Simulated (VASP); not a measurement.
A run of VASP 6.6.1 is set up as follows.

The input POSCAR:

```
SnS                                     
1.0
   11.1022354472      0.0000000000      0.0000000000
    0.0000000000      3.9856078082     -0.0000000000
    0.0000000000      0.0000000000      4.2298583235
  Sn              S             
     4     4
Direct
     0.1185163126585520    0.2500000000000000    0.1099910988655009
     0.3814836873414479    0.7500000000000000    0.6099910988655010
     0.6185163126585520    0.2500000000000000    0.3900089011344991
     0.8814836873414480    0.7500000000000000    0.8900089011344990
     0.8532534970086473    0.2500000000000000    0.4743740982827416
     0.6467465029913527    0.7500000000000000    0.9743740982827416
     0.3532534970086472    0.2500000000000000    0.0256259017172584
     0.1467465029913527    0.7500000000000000    0.5256259017172584
```

INCAR.step1

```
PREC     = Accurate       # precision mode
ENCUT    = 520            # plane-wave cutoff, eV
EDIFF    = 1E-5           # SCF threshold, eV
ISMEAR   = 0              # smearing method
SIGMA    = 0.03           # smearing width, eV
LREAL    = False          # projectors in reciprocal space
LASPH    = True           # aspherical terms in the spheres
NELM     = 80             # most SCF steps
ALGO     = Normal         # electronic algorithm
ISIF     = 2              # what is computed and relaxed
LWAVE    = True           # write WAVECAR
LCHARG   = False          # write CHGCAR
NBANDS   = 50             # bands
KPAR     = 2            
GGA      = PE             # functional
```

The input INCAR.step2:

```
PREC     = Accurate       # precision mode
ENCUT    = 520            # plane-wave cutoff, eV
EDIFF    = 1E-7           # SCF threshold, eV
ISMEAR   = 0              # smearing method
SIGMA    = 0.03           # smearing width, eV
LREAL    = False          # projectors in reciprocal space
LASPH    = True           # aspherical terms in the spheres
NELM     = 80             # most SCF steps
ALGO     = Normal         # electronic algorithm
ISIF     = 2              # what is computed and relaxed
LWAVE    = False          # write WAVECAR
LCHARG   = False          # write CHGCAR
METAGGA  = MBJ            # meta-GGA
NBANDS   = 50             # bands
KPAR     = 2            
ISTART   = 1
```

File KPOINTS:

```
regular mesh
0
Gamma
  4 8 6
```

File KPOINTS_OPT:

```
explicit points
198
Reciprocal
 0.0000000000  0.0000000000  0.0000000000 1
 0.0000000000  0.0555555556  0.0000000000 1
 0.0000000000  0.1111111111  0.0000000000 1
 0.0000000000  0.1666666667  0.0000000000 1
 0.0000000000  0.2222222222  0.0000000000 1
 0.0000000000  0.2777777778  0.0000000000 1
[... 190 lines left out ...]
 0.0000000000  0.5000000000  0.0241422100 1
 0.0000000000  0.5000000000 -0.0241422100 1
```

Potentials or basis: VASP PAW PBE potentials, release 64 (Sn_d, S).

Run with:

```bash
$ cat potpaw_PBE.64/Sn_d/POTCAR potpaw_PBE.64/S/POTCAR > POTCAR
$ cp INCAR.step1 INCAR
$ mpirun -np 2 vasp_std > vasp.out
$ cp INCAR.step2 INCAR
$ mpirun -np 2 vasp_std > vasp.out
```

(1) Estimate the band gap along the path.

(2) Estimate the band gap on the k mesh.

Answers

(1) 0.94 eV, indirect (least direct gap 1.18 eV).

(2) 1.06 eV, indirect (least direct gap 1.54 eV).

Caveat: spin-orbit coupling is left out, which moves the levels of the heavy elements; the mesh misses the band edges, which the band path finds closer together.

**What was measured.**

From “Linear dichroism of the optical properties of SnS and SnSe van der Waals crystals”, 2024, arxiv:2409.17412, for a bulk crystal of SnS at 300 K: band gap 1.09 eV (indirect).

Measured gap of SnS: 1.09 eV (indirect; 300 K; “Linear dichroism of the optical properties of SnS and SnSe van der Waals crystals”, 2024, arxiv:2409.17412). This calculation gives 0.94 eV (-0.15 eV). 2 values of this kind are on record (1.09 to 1.16 eV); this one was drawn at random. Spin-orbit coupling on Sn is left out. The value is that of TB-mBJ, without temperature or zero-point motion.
